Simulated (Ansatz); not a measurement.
# TaN (Pm-3m) in Ansatz: a series of runs, part 2 of 2

Ansatz 0.2.0.

## (4) Single point, r2SCANh

input reads:

```
crystal:
  lattice:
    - [2.73230769, 0.0, 0.0]
    - [0.0, 2.73230769, 0.0]
    - [0.0, 0.0, 2.73230769]
  atoms:
    - { symbol: Ta, position: [0.0, 0.0, 0.0] }
    - { symbol: "N", position: [0.5, 0.5, 0.5] }
hamiltonian:
  xc: r2scanh
  pseudopotentials: { kind: paw }
kpoints:
  mp_grid: { grid: [5, 5, 5] }
scf:
  occupations: { method: fermi_dirac, width: 0.05 }
output:
  forces: true
  stress: true
  eigenvalues: true
```

Potentials or basis: Ansatz PAW.

The log of the run:

```text
Warning: output.stress: scf.convergence.dr2_threshold = 1e-7 eV (the SCF's general default) is looser than the 2e-10 eV advised for a printed stress (1e-10 eV for each atom of the cell: 2). What an SCF threshold leaves in a stress goes as its square root, and in the free energy as the threshold itself, and one threshold admits the most on a small cell: of the crystals measured, under no hybrid functional and no lock of the moments, on runs that ended without the residual-converged pass, on stresses that held no estimate of that error, the worst erred by over 100 MPa in a component at 1e-7 eV an atom and by under 5 at 1e-10. Set scf.convergence.dr2_threshold to 2e-10 eV or tighter. The threshold is an SCF's pass mark: one that does not reach it within its budget of iterations ends unconverged, or closes short of it on a stop that the run arms, and scf.convergence.dr2_threshold's page says what that costs each kind of run
Warning: output.stress: scf.exx.energy_threshold = 1e-6 eV is looser than the 2e-8 eV advised for a stress under a hybrid functional (1e-8 eV for each atom of the cell: 2). Every SCF of the exchange loop can meet its threshold on dr2 while the loop round them stops early: no threshold on dr2 bounds what that leaves in the stress. Set scf.exx.energy_threshold to 2e-8 eV or tighter. The threshold is the loop's pass mark: a loop that does not reach it within its budget of cycles ends unconverged, and scf.exx.energy_threshold's page has the law
GPUs: using 1 of 1 available (devices: 1).
Engine: ansatz 0.2.0, x86_64-unknown-linux-gnu
Pseudopotentials: kind: paw
Pseudopotential: Ta, paw, valence charge 13, recommended cutoff 500 eV (meta_gga), Ta.paw.azcp
Pseudopotential: N, paw, valence charge 5, recommended cutoff 500 eV (meta_gga), N.paw.azcp
Functional definition: r2SCANh
  parameter a = 0.1
  parameter k0 = 0.174
  parameter k1 = 0.065
  parameter a1 = 4.9479
  exchange = (1 - a)*r2scan_x(k0 = k0, k1 = k1, a1 = a1) + a*exact_x
  correlation = r2scan_c
device memory: the entry about to start is reckoned to put 0.4 GiB on a device that reports 54.0 GiB free (of which the cap on the GPU budget leaves the run 18.0 GiB)
GPU FFT provider: cuFFT
GPU libraries: cuBLAS 13.8.2, cuFFT 12.4.0, cuSOLVER 12.3.4
Crystal: 2 atoms, lattice volume = 20.398 Å³
Basis set: ecut = 500 eV, 485 PW (Γ), exchange–correlation on 80×80×80 points (64 copies of the dense FFT grid, shifted against one another)
Bands: 13, of which v1, the nominal top of the filled ones, is band 9 counted from 1 (8 counted from 0)
Symmetry: 48 space group operations
Space group: Pm-3m (ITA 221), of the structure as read, at distance tolerance 2.7e-5 Å
k-points: 10 of 125
Non-local potential: Ta, projectors of the file, l = 0: 3, l = 1: 2, l = 2: 2, l = 3: 1
Non-local potential: N, projectors of the file, l = 0: 2, l = 1: 2, l = 2: 1
PAW form: soft (Blöchl's): semilocal exchange-correlation on the pseudo side does not see the compensation charge
PAW frozen core: Ta, regenerated for the run's functional, and the local potential with it (the file was generated under x = pbe(κ = 0.804, μ = 0.2195149727645171), c = pbe(β = 0.06672455060314922))
PAW frozen core: N, regenerated for the run's functional, and the local potential with it (the file was generated under x = pbe(κ = 0.804, μ = 0.2195149727645171), c = pbe(β = 0.06672455060314922))
PAW one-centre angular grid: Ta, 590 points (default); XC on 160 Gauss nodes
[... 130 lines left out ...]
hybrid outer 2: dexx = +1.725e-6 eV, tail = 6.55e-10 eV, Δε = 2.50e-3 eV (about 6.19e-5 eV left of the loop's levels)
exact exchange: an outer loop of this run ended on a state whose frontier levels can be filled otherwise, and a further loop was made from that state with electrons moved between them. It converged no lower than the two loops' stops tell apart, in 12 SCF iterations, so its state is not used
hybrid SCF converged: 2 outer / 9 inner (+9 warm-up), last move |dexx| = 1.04e-7 eV, tail = 1.02e-8 eV
Stability not checked: this state was not tested for a lower state beside it, because the functional holds exact exchange (a hybrid, or Hartree-Fock), whose exchange loop this test does not read (fock_operator; see scf.lower_state_search)
Free energy (F): -10328.215768 eV
Frozen-core exchange: fock
Harris-Foulkes:  -10328.215768 eV  (|F-HF|=1.22e-10)
Internal energy: -10328.202254 eV  (E = F + TS)
E sigma→0 (E₀):  -10328.209011 eV
Entropy (-TS):   -0.013514 eV (-6.757 meV/atom)
Fermi energy:    20.799076 eV
--- Per-component energies (eV) ---
  E_band       = -55.837654
  E_kinetic    = 501.667053
  E_local      = -524.195140  (includes V_loc(G=0)·N_el)
  E_nonlocal   = 60.861382
  E_hartree    = 176.581026
  E_xc         = -242.025606
  E_vxc        = -279.673672  (∫ρ·V_xc dr)
  E_exx        = -22.927099  (= α·E_x^exact, valence–valence)
  E_paw        = -8550.967144  (= ΣΔE_a)
  E_vpaw       = -135.654320  (= ΣTr[D̂ρ^β])
  E_aug_tail   = 0.000125  (compensation charges beyond the density's cutoff)
  E_vtau       = 13.848791  (kinetic-family band-sum trace: ∫τ·v_τ [+ j·A + Jᵃ·Aᵃ] dr)
  E_ewald      = -1725.147264
  E_core_change = -2.049586  (= ΣΔE_core)
  E_smearing   = -0.013514  (= −TS)
  E_closure    = -0.000000  (closes the sum)
  Σ components = -10328.215768   (vs F -10328.215768, Δ=0.00e0)
--- Forces (eV/Å), atoms counted from 1 ---
  atom   1  Ta    -0.00000000     0.00000000     0.00000000
  atom   2  N      0.00000000    -0.00000000    -0.00000000
  max |Σ_I F_I| component: 3.29e-30 eV/Å
--- Stress (GPa, compression-positive) ---
        0.036579       0.000000       0.000000
       -0.000000       0.036579       0.000000
        0.000000       0.000000       0.036579
  P = ⅓ Tr σ = 0.0366 GPa (0.366 kbar)
--- Band table (eV; the first three rows and the last of 10) ---
  k-point 0: bands = ["-50.3648", "-15.1936", "-15.1936", "-15.1936", "1.7341", "16.5548", "16.5548", "18.8069", "18.8069", "18.8069", "25.3276", "26.8991", "26.8991"]
  k-point 1: bands = ["-50.3289", "-15.7332", "-15.1454", "-15.1454", "2.5433", "14.7769", "16.9326", "18.0675", "18.0675", "20.3587", "27.1179", "27.3337", "27.3337"]
  k-point 2: bands = ["-50.2702", "-16.5294", "-15.0668", "-15.0668", "4.1589", "11.6354", "16.9904", "16.9904", "17.6210", "25.3572", "27.4956", "28.1758", "28.1758"]
  k-point 9: bands = ["-50.0888", "-16.1304", "-16.1023", "-16.1023", "5.2842", "12.6355", "12.6355", "13.8581", "25.9226", "26.2483", "26.2483", "29.0241", "29.0241"]
```

It took 13 s on 1 × NVIDIA H100 80GB HBM3 with 2 threads of AMD EPYC 7R13 (Zen 3), shared host; peak memory 1.7 GiB.

Results:

```yaml
Free_energy: -10328.2158 eV
Pressure: 0.0 GPa
Band_gap_on_the_k_mesh: none (metal or under the smearing width)
```

Caveat: the k mesh is coarse (spacing up to 0.46 Å⁻¹), so the values aren't converged, least of all with exact exchange; the PAW data sets come from PBE, with cores solved anew for the run's functional, which leaves a small shift of forces and pressure; the thresholds are loose for stress. The run has no spin-orbit coupling, so splittings on Ta are missing.

## (5) Single point, r2SCAN50

Changes to input since step 4:

```diff
@@ -9,3 +9,3 @@
 hamiltonian:
-  xc: r2scanh
+  xc: r2scan50
   pseudopotentials: { kind: paw }
```

Wall time 7.3 s (1 × NVIDIA H100 80GB HBM3 with 2 threads of AMD EPYC 7R13 (Zen 3), shared host); peak memory 1.6 GiB.

Results (log left out):

```
Free energy            : -10320.9165 eV
Pressure               : -8.8 GPa
Band gap on the k mesh : none (metal or under the smearing width)
```

Levels at points of the mesh, in eV from the Fermi level:
| k point | band 6 | band 7 | band 8 | band 9 | band 10 | band 11 | band 12 | band 13 |
| --- | --- | --- | --- | --- | --- | --- | --- | --- |
| (0.00, 0.00, 0.00) | -5.66 | -5.66 | -3.18 | -3.18 | -3.18 | 6.46 | 8.37 | 8.37 |

Caveat: the k mesh is coarse (spacing up to 0.46 Å⁻¹), so the values aren't converged, least of all with exact exchange; the PAW data sets come from PBE, with cores solved anew for the run's functional, which leaves a small shift of forces and pressure; the thresholds are loose for stress.

## (6) Overview

```csv
task,level,cell,cutoff (eV),gap on the mesh (eV),pressure (GPa)
relaxation of cell and atoms,HSEsol,relaxed,420,none,0.0
single point,r2SCAN0,as given,500,none,-3.1
single point,r2SCANh,as given,500,none,0.0
single point,r2SCAN50,as given,500,none,-8.8
```

Alike in all rows: potentials or basis Ansatz PAW; no spin polarisation; k mesh 5 × 5 × 5; smearing fermi-dirac 0.05 eV; the mesh is coarse, so values aren't converged.

Caveats: all runs use coarse meshes; the PAW data sets come from PBE, with cores solved anew for the run's functional, which leaves a small shift of forces and pressure; the thresholds are loose for stress (some runs); the plane-wave basis is chosen anew once the cell has moved, so the energies of steps on either side of that aren't comparable (some runs).

Absolute energies hang on the potentials; compare differences alone.
